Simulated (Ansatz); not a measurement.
# FeSi (P2_13) in Ansatz: relaxation of cell and atoms with r2SCAN

Aim: the relaxation of cell and atoms of FeSi with r2SCAN.

Program: Ansatz 0.2.0. These are calculated values, not measurements. Logs are shortened: lines on timing, memory, paths and dates and some standing lists are left out, and cuts for length are marked.

## (1) The structure

It takes space group P2_13 (No. 198, cubic). The conventional cell has a = 4.551 Å, b = 4.551 Å, c = 4.551 Å, α = 90.00°, β = 90.00°, γ = 90.00°. Fe (site symmetry 3) has 7 Si at 2.32 to 2.55 Å as nearest neighbours. Around Si (site symmetry 3) lie 7 Fe at 2.32 to 2.55 Å.

## (2) Relaxation of cell and atoms, r2SCAN, collinear spin, ferromagnetic start

The input, input.yaml:

```yaml
crystal:
  lattice:
    - [4.5507, 0.0, 0.0]
    - [0.0, 4.5507, 0.0]
    - [0.0, 0.0, 4.5507]
  atoms:
    - { symbol: Fe, position: [0.86348, 0.63652, 0.36348], spin: 3.0 }
    - { symbol: Fe, position: [0.63652, 0.36348, 0.86348], spin: 3.0 }
    - { symbol: Fe, position: [0.36348, 0.86348, 0.63652], spin: 3.0 }
    - { symbol: Fe, position: [0.13652, 0.13652, 0.13652], spin: 3.0 }
    - { symbol: Si, position: [0.1576, 0.3424, 0.6576] }
    - { symbol: Si, position: [0.3424, 0.6576, 0.1576] }
    - { symbol: Si, position: [0.6576, 0.1576, 0.3424] }
    - { symbol: Si, position: [0.8424, 0.8424, 0.8424] }
hamiltonian:
  xc: r2scan
  pseudopotentials: { kind: paw }
magnetization:
  spin_polarized: true
kpoints:
  mp_grid: { grid: [6, 6, 6] }
scf:
  occupations: { method: fermi_dirac, width: 0.05 }
output:
  forces: true
  stress: true
  eigenvalues: true
  write_density: true
  write_potential: true
  elf: true
  volumetric_format: npy
relax:
  f_tol: 0.01
  max_steps: 40
  cell: { stress_tol: 0.05 }
```

Potentials or basis: Ansatz PAW.

Started as:

```console
ansatz run input.yaml --threads 4 --pin off --max-ram 11264MiB --backend cpu --events-out ev --progress --plain --runs-dir out
```

What it wrote:

```text
Warning: RAYON_NUM_THREADS=4 ignored (pool sized by the plan → 4); use --threads N
Engine: ansatz 0.2.0, aarch64-unknown-linux-gnu
Pseudopotentials: kind: paw
Pseudopotential: Fe, paw, valence charge 16, recommended cutoff 500 eV (meta_gga), Fe.paw.azcp
Pseudopotential: Si, paw, valence charge 4, recommended cutoff 500 eV (meta_gga), Si.paw.azcp
Functional definition: r2SCAN
  parameter k0 = 0.174
  parameter k1 = 0.065
  parameter a1 = 4.9479
  exchange = r2scan_x(k0 = k0, k1 = k1, a1 = a1)
  correlation = r2scan_c
Crystal: 8 atoms, lattice volume = 94.240 Å³
Basis set: ecut = 500 eV, 2373 PW (Γ), exchange–correlation on 144×144×144 points (64 copies of the dense FFT grid, shifted against one another)
Bands: 56, of which v1, the nominal top of the filled ones, is band 40 counted from 1 (39 counted from 0)
Symmetry: 12 space group operations
Space group: P213 (ITA 198), of the structure as read, at distance tolerance 4.6e-5 Å
Magnetic group: BNS 198.9 (UNI 1511), of the structure as read, at distance tolerance 4.6e-5 Å
k-points: 24 of 216 (time reversal used)
Non-local potential: Fe, projectors of the file, l = 0: 3, l = 1: 2, l = 2: 3, l = 3: 1
Non-local potential: Si, projectors of the file, l = 0: 2, l = 1: 2, l = 2: 2
PAW form: soft (Blöchl's): semilocal exchange-correlation on the pseudo side does not see the compensation charge
PAW frozen core: Fe, regenerated for the run's functional (the file was generated under x = pbe(κ = 0.804, μ = 0.2195149727645171), c = pbe(β = 0.06672455060314922))
PAW frozen core: Si, regenerated for the run's functional (the file was generated under x = pbe(κ = 0.804, μ = 0.2195149727645171), c = pbe(β = 0.06672455060314922))
PAW one-centre angular grid: Fe, 590 points (default); XC on 160 Gauss nodes
PAW one-centre angular grid: Si, 302 points (default); XC on 160 Gauss nodes
Initial density: superposition of atomic densities (chi_scale 0.1, normalization cell)
Starting moments: Σ|m| = 12 μB on 4 of 8 sites
[... 137 lines left out ...]
  E_local      = -10457.528772  (includes V_loc(G=0)·N_el)
  E_nonlocal   = 963.093030
  E_hartree    = 4566.816526
  E_xc         = -676.075193
  E_vxc        = -899.428382  (∫ρ·V_xc dr)
  E_paw        = -7583.602615  (= ΣΔE_a)
  E_vpaw       = -1281.294247  (= ΣTr[D̂ρ^β])
  E_aug_tail   = 0.001120  (compensation charges beyond the density's cutoff)
  E_vtau       = 59.064928  (kinetic-family band-sum trace: ∫τ·v_τ [+ j·A + Jᵃ·Aᵃ] dr)
  E_ewald      = -8924.798101
  E_core_change = -1.463632  (= ΣΔE_core)
  E_smearing   = -0.037661  (= −TS)
  E_closure    = -0.000000  (closes the sum)
  Σ components = -20502.059748   (vs F -20502.059748, Δ=0.00e0)
--- Forces (eV/Å), atoms counted from 1 ---
  atom   1  Fe    -0.00135617     0.00135617    -0.00135617
  atom   2  Fe     0.00135617    -0.00135617    -0.00135617
  atom   3  Fe    -0.00135617    -0.00135617     0.00135617
  atom   4  Fe     0.00135617     0.00135617     0.00135617
  atom   5  Si    -0.00061057     0.00061057    -0.00061057
  atom   6  Si     0.00061057    -0.00061057    -0.00061057
  atom   7  Si    -0.00061057    -0.00061057     0.00061057
  atom   8  Si     0.00061057     0.00061057     0.00061057
  max |Σ_I F_I| component: 5.10e-17 eV/Å
--- Stress (GPa, compression-positive) ---
       -0.041035       0.000000       0.000000
        0.000000      -0.041035       0.000000
        0.000000       0.000000      -0.041035
  P = ⅓ Tr σ = -0.0410 GPa (-0.410 kbar)
--- Band table (eV; the first three rows and the last of 48) ---
  k-point 0 ↑: bands = ["-73.9841", "-73.9642", "-73.9642", "-73.9642", "-38.7753", "-38.7753", "-38.7753", "-38.7199", "-38.7199", "-38.7199", "-38.7164", "-38.7164", "-38.6609", "-38.6609", "-38.6609", "-38.6208", "2.7980", "8.4455", "8.4455", "8.4455", "11.2867", "11.2867", "11.2867", "12.8688", "12.8688", "12.8688", "13.4390", "13.4390", "13.4640", "13.7320", "13.7320", "13.7320", "14.3715", "14.3715", "14.3715", "15.8542", "15.8542", "15.8542", "15.8832", "15.8832", "16.7662", "16.7662", "16.7662", "19.9097", "19.9097", "19.9097", "20.2279", "20.2279", "20.9149", "20.9149", "20.9149", "22.6390", "23.7836", "23.7836", "23.7836", "25.9586"]
  k-point 1 ↑: bands = ["-73.9831", "-73.9674", "-73.9639", "-73.9624", "-38.7870", "-38.7792", "-38.7601", "-38.7297", "-38.7259", "-38.7134", "-38.7123", "-38.7076", "-38.6620", "-38.6619", "-38.6592", "-38.6238", "3.0178", "7.3485", "8.5703", "9.1999", "10.6990", "11.4075", "11.9097", "12.1890", "12.4572", "13.2580", "13.4950", "13.6029", "13.7200", "13.7388", "13.7621", "13.7734", "14.2017", "14.3794", "14.6806", "15.6025", "15.6781", "15.8300", "15.8967", "16.0778", "16.5214", "16.6726", "17.3450", "19.1541", "19.2487", "19.5067", "19.7361", "20.7323", "21.2827", "21.3318", "21.7654", "22.8984", "23.2093", "24.5012", "24.7319", "25.0160"]
  k-point 2 ↑: bands = ["-73.9802", "-73.9716", "-73.9631", "-73.9618", "-38.7930", "-38.7869", "-38.7459", "-38.7335", "-38.7322", "-38.7148", "-38.7045", "-38.6988", "-38.6638", "-38.6631", "-38.6540", "-38.6322", "3.6629", "5.9853", "8.9278", "9.7350", "10.3990", "11.4474", "11.6352", "12.0023", "12.6570", "12.9237", "13.6027", "13.6041", "13.7556", "13.7724", "13.9125", "14.0590", "14.2480", "14.4554", "14.7903", "15.1988", "15.6032", "15.7120", "15.9734", "16.0124", "16.4270", "16.4387", "17.8797", "18.5075", "18.7148", "18.9027", "20.2430", "21.2902", "21.6932", "21.8354", "22.3894", "23.2631", "23.3427", "23.6500", "23.8576", "24.7277"]
  k-point 23 ↓: bands = ["-72.1328", "-72.1328", "-72.1328", "-72.1328", "-36.9683", "-36.9683", "-36.9683", "-36.9683", "-36.8965", "-36.8965", "-36.8965", "-36.8965", "-36.8304", "-36.8304", "-36.8304", "-36.8304", "7.0641", "7.0641", "7.0641", "7.0641", "9.7653", "9.7653", "9.7653", "9.7653", "14.5986", "14.5986", "14.5986", "14.5986", "14.6669", "14.6669", "14.6669", "14.6669", "16.6717", "16.6717", "16.6717", "16.6717", "16.6938", "16.6938", "16.6938", "16.6938", "18.3660", "18.3660", "18.3660", "18.3660", "22.9771", "22.9771", "22.9771", "22.9771", "23.4984", "23.4984", "23.4984", "23.4984", "25.4932", "25.4932", "25.4932", "25.4932"]
--- Relaxed structure (5 steps of the walk, 5 accepted, 1 SCFs on fresh bases) ---
  F+E_penalty+E_count = -20502.05974817 eV   max|allowed force component| = 1.356e-3 eV/Å   (the final SCF, on the basis selected at the relaxed cell)
  cell:  # Å, volume = 87.0175 Å³
    - [4.431344468527377, 1.701238117542058e-33, 1.1234591342258875e-33]
    - [2.5037089277034063e-33, 4.431344468527377, 6.419766481290786e-35]
    - [1.6370404527291505e-33, 0.0, 4.431344468527377]
  atoms:
    - { symbol: Fe, position: [0.8609476434629245, 0.6390523565370753, 0.3609476434629247] }
    - { symbol: Fe, position: [0.6390523565370753, 0.3609476434629247, 0.8609476434629245] }
    - { symbol: Fe, position: [0.3609476434629247, 0.8609476434629245, 0.6390523565370753] }
    - { symbol: Fe, position: [0.1390523565370753, 0.1390523565370753, 0.1390523565370753] }
    - { symbol: Si, position: [0.15509205931460368, 0.34490794068539626, 0.6550920593146036] }
    - { symbol: Si, position: [0.34490794068539626, 0.6550920593146036, 0.15509205931460368] }
    - { symbol: Si, position: [0.6550920593146036, 0.15509205931460368, 0.34490794068539626] }
    - { symbol: Si, position: [0.8449079406853963, 0.8449079406853963, 0.8449079406853963] }
```

rho_z.tsv:

```text
# z_ang	rho[e/angstrom^3]	rho_spin[e/angstrom^3]
# format = ansatz-planar-average/11
# lattice	4.431344469	0.000000000	0.000000000
# lattice	0.000000000	4.431344469	0.000000000
# lattice	0.000000000	0.000000000	4.431344469
# sites	8
# site	26	3.815155578	2.831861125	1.599483343
# site	26	2.831861125	1.599483343	3.815155578
# site	26	1.599483343	3.815155578	2.831861125
# site	26	0.616188891	0.616188891	0.616188891
# site	14	0.687266339	1.528405895	2.902938573
# site	14	1.528405895	2.902938573	0.687266339
# site	14	2.902938573	0.687266339	1.528405895
# site	14	3.744078129	3.744078129	3.744078129
0.000000	5.241198e-1	1.389160e-2
0.123093	5.781542e-1	1.778881e-2
0.246186	7.307675e-1	2.975073e-2
0.369279	9.437308e-1	4.859340e-2
0.492372	1.140920e0	6.815903e-2
0.615465	1.229713e0	7.749933e-2
[... 28 lines left out ...]
4.185159	7.307675e-1	2.975073e-2
4.308252	5.781542e-1	1.778881e-2
```

v_z.tsv:

```text
# z_ang	v_es[eV]	v_tot_up[eV]	v_tot_dn[eV]
# format = ansatz-planar-average/11
# xc	r2scan
# density_cutoff_ev	2000
# datasets	Fe=:simpson_from_first_knot:soft:shift=0	Si=:simpson_from_first_knot:soft:shift=0
# lattice	4.431344469	0.000000000	0.000000000
# lattice	0.000000000	4.431344469	0.000000000
# lattice	0.000000000	0.000000000	4.431344469
# sites	8
# site	26	3.815155578	2.831861125	1.599483343
# site	26	2.831861125	1.599483343	3.815155578
# site	26	1.599483343	3.815155578	2.831861125
# site	26	0.616188891	0.616188891	0.616188891
# site	14	0.687266339	1.528405895	2.902938573
# site	14	1.528405895	2.902938573	0.687266339
# site	14	2.902938573	0.687266339	1.528405895
# site	14	3.744078129	3.744078129	3.744078129
0.000000	9.112351e0	-3.735937e0	-3.860214e0
0.123093	8.809873e0	-4.121439e0	-4.284887e0
0.246186	8.005225e0	-5.169351e0	-5.322165e0
0.369279	6.948027e0	-6.518123e0	-6.708160e0
0.492372	5.895437e0	-7.852808e0	-8.047062e0
0.615465	5.032485e0	-8.954289e0	-9.055801e0
[... 28 lines left out ...]
4.185159	8.005225e0	-5.169351e0	-5.322165e0
4.308252	8.809873e0	-4.121439e0	-4.284887e0
```

It took 3.1 min on 4 threads of Arm Neoverse V1, shared host; peak memory 0.75 GiB.

What came out:

```
Free energy                            : -20502.0597 eV
Relaxed volume                         : 10.88 Å³/atom
Relaxed cell                           : a = 4.431 Å, b = 4.431 Å, c = 4.431 Å, α = 90.00°, β = 90.00°, γ = 90.00°
Space group after relaxing (to 0.05 Å) : P2_13 (No. 198)
Energy gained by relaxing              : 44.3 meV/atom
Ionic steps                            : 6
Pressure after relaxing                : 0.0 GPa
Band gap on the k mesh                 : none (metal or under the smearing width)
Net moment                             : 4.14 μB per cell
Absolute moment                        : 5.61 μB per cell
Site moments                           : Fe +1.19; Si -0.07 μB
```

Forces in eV/Å, atoms in the order of the input:
```
Fe  -0.001  0.001 -0.001
Fe   0.001 -0.001 -0.001
Fe  -0.001 -0.001  0.001
Fe   0.001  0.001  0.001
Si  -0.001  0.001 -0.001
Si   0.001 -0.001 -0.001
Si  -0.001 -0.001  0.001
Si   0.001  0.001  0.001
```

Step by step:
```tsv
step	energy change (eV)	largest force (eV/Å)	volume (Å³)
1	0.0000	0.1934	94.24
2	-0.2988	0.0910	89.74
3	-0.3535	0.0148	86.28
4	-0.3574	0.0075	87.07
5	-0.3575	0.0025	87.02
6	-0.3541	0.0023	87.02
```

Final structure:
```
CELL_PARAMETERS angstrom
4.43134 0.00000 0.00000
0.00000 4.43134 0.00000
0.00000 0.00000 4.43134
ATOMIC_POSITIONS crystal
Fe 0.86095 0.63905 0.36095
Fe 0.63905 0.36095 0.86095
Fe 0.36095 0.86095 0.63905
Fe 0.13905 0.13905 0.13905
Si 0.15509 0.34491 0.65509
Si 0.34491 0.65509 0.15509
Si 0.65509 0.15509 0.34491
Si 0.84491 0.84491 0.84491
```

Caveat: the magnetic or orbital state may not be the lowest; the plane-wave basis is chosen anew once the cell has moved, so the energies of steps on either side of that aren't comparable; the PAW data sets come from PBE, with cores solved anew for the run's functional, which leaves a small shift of forces and pressure.
